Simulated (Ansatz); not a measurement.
# Polymorphs of Cu₅Ni

Theory: DFT PBE, scalar-relativistic, plane waves, PAW in Ansatz 0.2.0. Settings: cutoff 420 eV, Γ-centred meshes spaced at most about 0.3 Å⁻¹, and about 0.25 Å⁻¹ or finer for metals (2π included), Gaussian smearing. No spin polarisation.

Energies over the elements count from the elements' standard structures at the same level, with no fitted energy shifts.

These are static total energies at zero pressure. Larger cells and other orderings weren't all tried, so the list isn't exhaustive. The k mesh leaves some 4 meV/atom of noise in the energy of each metallic cell.

Invented guesses were relaxed alike, and ends that match in structure were merged. ΔE counts from the first row. Coordination counts all near atoms (those within 1.25 times the shortest distance at each site). The ends were matched against large subsets of the Crystallography Open Database and the Materials Project, so a missing match doesn't prove that a structure is unreported.

| # | reached from | type and space group | atoms | Å³/atom | coordination | ΔE (meV/atom) | gap on mesh (eV) | in databases |
| --- | --- | --- | --- | --- | --- | --- | --- | --- |
| 1 | Cu and Ni ordered on fcc sites | P-3m1 (No. 164) | 6 | 11.7 | Cu 12, Ni 12 | 0 | 0.00 | no match |
| 2 | Cu and Ni ordered on fcc sites | P4/mmm (No. 123) | 6 | 11.7 | Cu 12, Ni 12 | 6 | 0.00 | no match |
| 3 | Cu and Ni ordered on hcp sites | P-62m (No. 189) | 6 | 11.8 | Cu 12, Ni 12 | 12 | 0.00 | no match |

The first two are tied within the noise. The first: Space group P-3m1 (No. 164), trigonal, a = 2.550 Å, c = 12.496 Å. Around Cu on a site of symmetry 3m lie 3 Ni at 2.52 Å and 9 Cu at 2.55–2.57 Å; around Cu on a second site of symmetry 3m lie 12 Cu at 2.55–2.57 Å; around Cu on a site of symmetry -3m lie 12 Cu at 2.55–2.56 Å; around Ni lie 6 Cu at 2.52 Å and 6 Ni at 2.55 Å. Its energy over the elements is 0.00 eV/atom. The formation energy is too near zero to say whether this cell lies below the elements. An observed structure of this formula, if there is one, may be missing.

```
Cu Ni
1.0
     2.54968    0.00000    0.00000
    -1.27484    2.20809    0.00000
     0.00000    0.00000   12.49569
Cu Ni
5 1
Direct
  0.33333 0.66667 0.83621
  0.66667 0.33333 0.66809
  0.00000 0.00000 0.50000
  0.33333 0.66667 0.33191
  0.66667 0.33333 0.16379
  0.00000 0.00000 0.00000
```

The second: Space group P4/mmm (No. 123), tetragonal, a = 2.558 Å, c = 10.764 Å. Cu on a site of symmetry 4mm is surrounded by 4 Ni at 2.51 Å and 8 Cu at 2.56 Å; around Cu on a second site of symmetry 4mm lie 12 Cu at 2.56 Å; Cu on a site of symmetry 4/mmm has 12 Cu at 2.56 Å; Ni has 8 Cu at 2.51 Å and 4 Ni at 2.56 Å. Counting all near atoms, the first and the second both have Cu 12, Ni 12. Cells relaxed within their symmetry can be saddle points.

```yaml
crystal:
  lattice:
    - [2.55754, 0.00000, 0.00000]
    - [0.00000, 2.55754, 0.00000]
    - [0.00000, 0.00000, 10.76406]
  atoms:
    - { symbol: Cu, position: [0.50000, 0.50000, 0.83784] }
    - { symbol: Cu, position: [0.00000, 0.00000, 0.66895] }
    - { symbol: Cu, position: [0.50000, 0.50000, 0.50000] }
    - { symbol: Cu, position: [0.00000, 0.00000, 0.33105] }
    - { symbol: Cu, position: [0.50000, 0.50000, 0.16216] }
    - { symbol: Ni, position: [0.00000, 0.00000, 0.00000] }
```
